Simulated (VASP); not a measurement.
# MgO (Fm-3m) in VASP: further runs

The runs below take MgO through single point, with LDA.

Everything below comes from runs of VASP 6.6.1. Logs are shortened: lines on timing, memory, paths and dates and some standing lists are left out, and cuts for length are marked.

### Step 1. The structure

The structure is cubic, space group Fm-3m (No. 225). Conventional cell: a = 4.194 Å, b = 4.194 Å, c = 4.194 Å, α = 90.00°, β = 90.00°, γ = 90.00°. Around Mg (site symmetry m-3m) lie 6 O at 2.10 Å. O (site symmetry m-3m) has 6 Mg at 2.10 Å as nearest neighbours.

The cell is a database's computed one.

### Step 2. Single point, LDA

Contents of INCAR:

```
PREC = Accurate
ENCUT = 400
EDIFF = 1E-5
ISMEAR = 0
SIGMA = 0.05
LREAL = False
LASPH = True
NELM = 100
ALGO = Normal
ISIF = 2
LWAVE = False
LCHARG = False
GGA = CA
NBANDS = 11
ADDGRID = False
```

Contents of KPOINTS:

```
regular mesh
0
Gamma
  4 4 4
```

Contents of POSCAR:

```
MgO
1.0
    0.0000000000      2.0970013927      2.0970013927
    2.0970013927      0.0000000000      2.0970013927
    2.0970013927      2.0970013927      0.0000000000
Mg O
1 1
Direct
    0.0000000000      0.0000000000      0.0000000000
    0.5000000000      0.5000000000      0.5000000000
```

Potentials or basis: VASP PAW LDA potentials, release 64 (Mg, O).

Launch:

```bash
cat potpaw_LDA.64/Mg/POTCAR potpaw_LDA.64/O/POTCAR > POTCAR
mpirun -np 1 vasp_std > vasp.out
```

OUTCAR:

```text
PREC = Accurate
   ENCUT = 400
   EDIFF = 1E-5
   ISMEAR = 0
   LREAL = False
   LASPH = True
   NELM = 100
   ISIF = 2
   GGA = CA

 Found      8 irreducible k-points:

 Following reciprocal coordinates:
            Coordinates               Weight
  0.000000  0.000000  0.000000      1.000000
  0.250000  0.000000  0.000000      8.000000
  0.500000  0.000000  0.000000      4.000000
  0.250000  0.250000  0.000000      6.000000
  0.500000  0.250000  0.000000     24.000000
 -0.250000  0.250000  0.000000     12.000000
   k-points           NKPTS =      8   k-points in BZ     NKDIM =      8   number of bands    NBANDS=     11
   number of dos      NEDOS =    301   number of ions     NIONS =      2
   total plane-waves  NPLWV =   8000
   dimension x,y,z NGX =    20 NGY =   20 NGZ =   20
   dimension x,y,z NGXF=    40 NGYF=   40 NGZF=   40
   ions per type =               1   1
   NGX,Y,Z   is equivalent  to a cutoff of  11.21, 11.21, 11.21 a.u.
   NGXF,Y,Z  is equivalent  to a cutoff of  22.42, 22.42, 22.42 a.u.
 SYSTEM =  unknown system
   PREC   = accura    normal or accurate (medium, high low for compatibility)
   ISTART =      0    job   : 0-new  1-cont  2-samecut
   ICHARG =      2    charge: 1-file 2-atom 10-const
   ISPIN  =      1    spin polarized calculation?
   LNONCOLLINEAR =      F non collinear calculations
   LSORBIT =      F    spin-orbit coupling
   LASPH  =      T    aspherical Exc in radial PAW
   ENCUT  =  400.0 eV  29.40 Ry    5.42 a.u.   4.84  4.84  4.84*2*pi/ulx,y,z
   NELM   =    100;   NELMIN=  2; NELMDL= -5     # of ELM steps
   EDIFF  = 0.1E-04   stopping-criterion for ELM
   LREAL  =      F    real-space projection
   EDIFFG = 0.1E-03   stopping-criterion for IOM
   NSW    =      0    number of steps for IOM
   IBRION =     -1    ionic relax: 0-MD 1-quasi-New 2-CG
   NFREE  =      0    steps in history (QN), initial steepest desc. (CG)
   ISIF   =      2    stress and relaxation
   ISYM   =      2    0-nonsym 1-usesym 2-fastsym
   POTIM  = 0.5000    time-step for ionic-motion
   TEBEG  =    0.0;   TEEND  =   0.0 temperature during run
   PSTRESS=    0.0 pullay stress
   NELECT =       8.0000    total number of electrons
   NUPDOWN=      -1.0000    fix difference up-down
   EMIN   =  10.00;   EMAX   =-10.00  energy-range for DOS
   EFERMI =   0.00;   METHOD = LEGACY
   ISMEAR =     0;   SIGMA  =   0.05  broadening in eV -4-tet -1-fermi 0-gaus
   EFERMI_NEDOS =   21; number of points for ismear=-14 and -15
   IALGO  =     38    algorithm
   IMIX   =      4    mixing-type and parameters
     AMIX     =   0.40;   BMIX     =  1.00
     AMIX_MAG =   1.60;   BMIX_MAG =  1.00
  volume/ion in A,a.u.               =       9.22        62.23
  Fermi-wavevector in a.u.,A,eV,Ry     =   1.239261  2.341864 20.895389  1.535768
  Thomas-Fermi vector in A             =   2.373752
   LORBIT       =      0    0 simple, 1 ext, 2 COOP (PROOUT), +10 PAW based schemes
   GGA     = CA    functional components
   LHFCALC =     F    Hartree Fock is set to
   AEXX    =    0.0000 exact exchange contribution
   IVDW    =     0    specifies the selected vdW correction
   LEPSILON=     F    determine dielectric tensor
   LRPA    =     F    only Hartree local field effects (RPA)
 non-spin polarized calculation
 Gauss-broadening in eV      SIGMA  =   0.05
  energy-cutoff  :      400.00
  volume of cell :       18.44
 maximum number of plane-waves:       344
   NGX =  9   NGY =  9   NGZ =  9

 number of electron       7.9999991 magnetization

 Free energy of the ion-electron system (eV)
  ---------------------------------------------------
  ext. energy  EPLUGINS =         0.00000000
  ---------------------------------------------------
  free energy    TOTEN  =       -13.44819811 eV

  energy without entropy =      -13.44819811  energy(sigma->0) =      -13.44819811

 E-fermi :   3.3089     XC(G=0): -11.6515

 val. band max:        2.9816860857   @ k =   0.0000   0.0000   0.0000
 cond. band min:       7.7611293593   @ k =   0.0000   0.0000   0.0000
 fundamental gap:      4.7794432736
 Fermi energy:         3.3089405471

 k-point     1 :       0.0000    0.0000    0.0000
  band No.  band energies     occupation
      1     -14.0851      2.00000
      2       2.9817      2.00000
      3       2.9817      2.00000
      4       2.9817      2.00000
      5       7.7611      0.00000
      6      18.5787      0.00000
      7      18.5787      0.00000
      8      18.5787      0.00000
      9      22.6354      0.00000
     10      24.2985      0.00000
     11      24.2985      0.00000

 k-point     2 :       0.2500    0.0000    0.0000
  band No.  band energies     occupation
      1     -13.4561      2.00000
      2       0.2632      2.00000
      3       2.6277      2.00000
      4       2.6277      2.00000
      5      10.0786      0.00000
      6      15.4269      0.00000
      7      19.4518      0.00000
      8      19.4518      0.00000
      9      22.9312      0.00000
     10      22.9312      0.00000
     11      24.8390      0.00000

 k-point     3 :       0.5000    0.0000    0.0000
  band No.  band energies     occupation
      1     -12.7004      2.00000
      2      -1.7774      2.00000
      3       2.3005      2.00000
      4       2.3005      2.00000
      5      10.7937      0.00000
      6      15.5474      0.00000
      7      19.1113      0.00000
      8      19.1113      0.00000
      9      23.7284      0.00000
     10      25.3180      0.00000
     11      25.3180      0.00000

 k-point     4 :       0.2500    0.2500    0.0000
  band No.  band energies     occupation
      1     -13.2834      2.00000
      2       0.2906      2.00000
      3       2.2173      2.00000
      4       2.2173      2.00000
      5      11.0668      0.00000
      6      13.9433      0.00000
      7      18.3015      0.00000
      8      20.2988      0.00000
      9      20.2988      0.00000
     10      26.1889      0.00000
     11      30.0482      0.00000

 k-point     5 :       0.5000    0.2500    0.0000
  band No.  band energies     occupation
      1     -12.5731      2.00000
      2      -0.9495      2.00000
      3       0.9985      2.00000
      4       1.9286      2.00000
      5      12.5792      0.00000
      6      14.4777      0.00000
      7      16.1331      0.00000
      8      20.4815      0.00000
      9      21.6604      0.00000
     10      27.3195      0.00000
     11      29.5710      0.00000

 k-point     6 :      -0.2500    0.2500    0.0000
  band No.  band energies     occupation
      1     -12.7818      2.00000
      2      -0.6134      2.00000
      3       0.9116      2.00000
      4       2.3023      2.00000
      5      12.4357      0.00000
      6      14.6595      0.00000
      7      16.8677      0.00000
      8      20.3293      0.00000
      9      22.7893      0.00000
     10      23.8319      0.00000
     11      28.5561      0.00000

 [... further k-points ...]
[... 5 lines left out ...]
  --------------------------------------------------------------------------------------
  -------------------------------------------------------------------------------------
  Total       -1.2132301     -1.2132301     -1.2132301     -0.0000000      0.0000000     -0.0000000
  in kB     -105.3968483   -105.3968483   -105.3968483     -0.0000000      0.0000000     -0.0000000
  external PRESSURE =    -105.3968483 kB  Pullay stress =       0.0000000 kB

 VOLUME and BASIS-vectors are now :
 -----------------------------------------------------------------------------
  energy-cutoff  :      400.00
  volume of cell :       18.44
      direct lattice vectors                 reciprocal lattice vectors
     0.000000000  2.097001393  2.097001393    -0.238435702  0.238435702  0.238435702
     2.097001393  0.000000000  2.097001393     0.238435702 -0.238435702  0.238435702
     2.097001393  2.097001393  0.000000000     0.238435702  0.238435702 -0.238435702

 POSITION                                       TOTAL-FORCE (eV/Angst)
 -----------------------------------------------------------------------------------
      0.00000      0.00000      0.00000        -0.000000     -0.000000     -0.000000
      2.09700      2.09700      2.09700         0.000000      0.000000      0.000000
 -----------------------------------------------------------------------------------
    total drift:                                0.000000      0.000000      0.000000

  FREE ENERGIE OF THE ION-ELECTRON SYSTEM (eV)
  ---------------------------------------------------
  free  energy   TOTEN  =       -13.4481981094 eV

  energy  without entropy=      -13.4481981094  energy(sigma->0) =      -13.44819811
```

It took 2.1 s on 1 thread of AMD EPYC 9R45 (Zen 5), shared host; peak memory 0.08 GiB.

The run converged, but some of its settings lie outside the range that counts as converged, so its numbers aren't taken as properties of the crystal.

What came out:

```yaml
Free_energy: -13.4482 eV
Band_gap_on_the_k_mesh: 4.78 eV, direct
```

Caveat: the k mesh is coarse (spacing up to 0.65 Å⁻¹), so the values aren't converged; the cutoff is under 1.25 times the usual one of these potentials, so pressure, stress and relaxed cells hold a basis-set (Pulay) error.

### Step 3. Single point, LDA

INCAR is that of step 2.

KPOINTS is that of step 2.

Contents of POSCAR:

```
MgO
1.0
    0.0000000000      2.0970013927      2.0970013927
    2.0970013927      0.0000000000      2.0970013927
    2.0970013927      2.0970013927      0.0000000000
Mg O
1 1
Direct
   -0.0111690000     -0.0083340000      0.0019910000
    0.5083620000      0.4891820000      0.5308490000
```

Potentials or basis: VASP PAW LDA potentials, release 64 (Mg, O).

Launch:

```bash
cat potpaw_LDA.64/Mg/POTCAR potpaw_LDA.64/O/POTCAR > POTCAR
mpirun -np 1 vasp_std > vasp.out
```

OUTCAR:

```text
PREC = Accurate
   ENCUT = 400
   EDIFF = 1E-5
   ISMEAR = 0
   LREAL = False
   LASPH = True
   NELM = 100
   ISIF = 2
   GGA = CA

 Found     36 irreducible k-points:

 Following reciprocal coordinates:
            Coordinates               Weight
  0.000000  0.000000  0.000000      1.000000
  0.250000  0.000000  0.000000      2.000000
  0.000000  0.250000  0.000000      2.000000
  0.000000  0.000000  0.250000      2.000000
  0.250000  0.250000  0.250000      2.000000
  0.500000  0.000000  0.000000      1.000000
   k-points           NKPTS =     36   k-points in BZ     NKDIM =     36   number of bands    NBANDS=     11
   number of dos      NEDOS =    301   number of ions     NIONS =      2
   total plane-waves  NPLWV =   8000
   dimension x,y,z NGX =    20 NGY =   20 NGZ =   20
   dimension x,y,z NGXF=    40 NGYF=   40 NGZF=   40
   ions per type =               1   1
   NGX,Y,Z   is equivalent  to a cutoff of  11.21, 11.21, 11.21 a.u.
   NGXF,Y,Z  is equivalent  to a cutoff of  22.42, 22.42, 22.42 a.u.
 SYSTEM =  unknown system
   PREC   = accura    normal or accurate (medium, high low for compatibility)
   ISTART =      0    job   : 0-new  1-cont  2-samecut
   ICHARG =      2    charge: 1-file 2-atom 10-const
   ISPIN  =      1    spin polarized calculation?
   LNONCOLLINEAR =      F non collinear calculations
[... 59 lines left out ...]

 k-point     1 :       0.0000    0.0000    0.0000
  band No.  band energies     occupation
      1     -14.0925      2.00000
      2       2.9457      2.00000
      3       2.9602      2.00000
      4       2.9722      2.00000
      5       7.7408      0.00000
      6      18.5830      0.00000
      7      18.6220      0.00000
      8      18.6753      0.00000
      9      22.5983      0.00000
     10      24.3161      0.00000
     11      24.3375      0.00000
[... 57 lines left out ...]
 k-point     6 :       0.5000    0.0000    0.0000
  band No.  band energies     occupation
      1     -12.7138      2.00000
      2      -1.7783      2.00000
      3       2.2865      2.00000
      4       2.3138      2.00000
      5      10.7797      0.00000
      6      15.4526      0.00000
      7      19.0737      0.00000
      8      19.1835      0.00000
      9      23.6754      0.00000
     10      25.3950      0.00000
     11      25.4505      0.00000

 [... further k-points ...]
[... 5 lines left out ...]
  --------------------------------------------------------------------------------------
  -------------------------------------------------------------------------------------
  Total       -1.1084485     -0.7975494     -1.1832445     -0.0389663     -0.0247938     -0.0126710
  in kB      -96.2941623    -69.2854474   -102.7919041     -3.3851120     -2.1539096     -1.1007674
  external PRESSURE =     -89.4571713 kB  Pullay stress =       0.0000000 kB

 VOLUME and BASIS-vectors are now :
 -----------------------------------------------------------------------------
  energy-cutoff  :      400.00
  volume of cell :       18.44
      direct lattice vectors                 reciprocal lattice vectors
     0.000000000  2.097001393  2.097001393    -0.238435702  0.238435702  0.238435702
     2.097001393  0.000000000  2.097001393     0.238435702 -0.238435702  0.238435702
     2.097001393  2.097001393  0.000000000     0.238435702  0.238435702 -0.238435702

 POSITION                                       TOTAL-FORCE (eV/Angst)
 -----------------------------------------------------------------------------------
      2.08370      2.07776      4.15310         0.289288      0.577583      0.183019
      2.13901      2.17923      2.09185        -0.289288     -0.577583     -0.183019
 -----------------------------------------------------------------------------------
    total drift:                               -0.000196     -0.000006     -0.000110

  FREE ENERGIE OF THE ION-ELECTRON SYSTEM (eV)
  ---------------------------------------------------
  free  energy   TOTEN  =       -13.4082579635 eV

  energy  without entropy=      -13.4082579635  energy(sigma->0) =      -13.40825796
```

stdout:

```text
POSCAR found type information on POSCAR MgO
 POSCAR found :  2 types and       2 ions
 scaLAPACK will be used
 LDA part: xc-table for (Slater(with rela. corr.)+CA(PZ))
 , standard interpolation
 POSCAR, INCAR and KPOINTS ok, starting setup
 FFT: planning ... GRIDC
 FFT: planning ... GRID_SOFT
 FFT: planning ... GRID
 WAVECAR not read
 entering main loop
```

Wall time 3.9 s (1 thread of AMD EPYC 9R45 (Zen 5), shared host); peak memory 0.08 GiB.

The run converged, but some of its settings lie outside the range that counts as converged, so its numbers aren't taken as properties of the crystal.

What came out:

```
Free energy            : -13.4083 eV
Largest force          : 0.671 eV/Å
Band gap on the k mesh : 4.77 eV, direct
```

Caveat: the k mesh is coarse (spacing up to 0.65 Å⁻¹), so the values aren't converged; the cutoff is under 1.25 times the usual one of these potentials, so pressure, stress and relaxed cells hold a basis-set (Pulay) error.

### Step 4. Single point, LDA

INCAR: that of step 3 with these lines changed.

```diff
@@ -2,3 +2,3 @@
 ENCUT = 400
-EDIFF = 1E-5
+EDIFF = 1E-6
 ISMEAR = 0
```

KPOINTS is that of step 3.

Contents of POSCAR:

```
MgO
1.0
    0.0000000000      2.0970013927      2.0970013927
    2.0970013927      0.0000000000      2.0970013927
    2.0970013927      2.0970013927      0.0000000000
Mg O
1 1
Direct
    0.0000000000      0.0000000000      0.0000000000
    0.5000000000      0.5000000000      0.5000000000
```

Launch:

```bash
cat potpaw_LDA.64/Mg/POTCAR potpaw_LDA.64/O/POTCAR > POTCAR
mpirun -np 1 vasp_std > vasp.out
```

Wall time 2.2 s (1 thread of AMD EPYC 9R45 (Zen 5), shared host); peak memory 0.08 GiB.

The run converged, but some of its settings lie outside the range that counts as converged, so its numbers aren't taken as properties of the crystal.

Results:

```yaml
Free_energy: -13.4482 eV
Band_gap_on_the_k_mesh: 4.78 eV, direct
```

Caveat: the k mesh is coarse (spacing up to 0.65 Å⁻¹), so the values aren't converged; the cutoff is under 1.25 times the usual one of these potentials, so pressure, stress and relaxed cells hold a basis-set (Pulay) error.

### Step 5. Single point, LDA

INCAR is that of step 4.

KPOINTS is that of step 4.

Contents of POSCAR:

```
MgO
1.0
    0.0000000000      2.0970013927      2.0970013927
    2.0970013927      0.0000000000      2.0970013927
    2.0970013927      2.0970013927      0.0000000000
Mg O
1 1
Direct
   -0.0111690000     -0.0083340000      0.0019910000
    0.5083620000      0.4891820000      0.5308490000
```

Launch:

```bash
cat potpaw_LDA.64/Mg/POTCAR potpaw_LDA.64/O/POTCAR > POTCAR
mpirun -np 1 vasp_std > vasp.out
```

It took 4.2 s on 1 thread of AMD EPYC 9R45 (Zen 5), shared host; peak memory 0.08 GiB.

The run converged, but some of its settings lie outside the range that counts as converged, so its numbers aren't taken as properties of the crystal.

What came out:

```yaml
Free_energy: -13.4083 eV
Largest_force: 0.671 eV/Å
Band_gap_on_the_k_mesh: 4.77 eV, direct
```

Caveat: the k mesh is coarse (spacing up to 0.65 Å⁻¹), so the values aren't converged; the cutoff is under 1.25 times the usual one of these potentials, so pressure, stress and relaxed cells hold a basis-set (Pulay) error.

### Step 6. For comparison

An earlier run on the cell as given: functional PBE; potentials or basis VASP PAW PBE potentials, release 64 (Mg, O); cutoff 520 eV; k mesh 11 × 11 × 11; occupations fermi-dirac, width 0.05 eV; no spin polarisation.

- Pressure: 6.2 GPa
- Band gap on the k mesh: 4.85 eV, direct
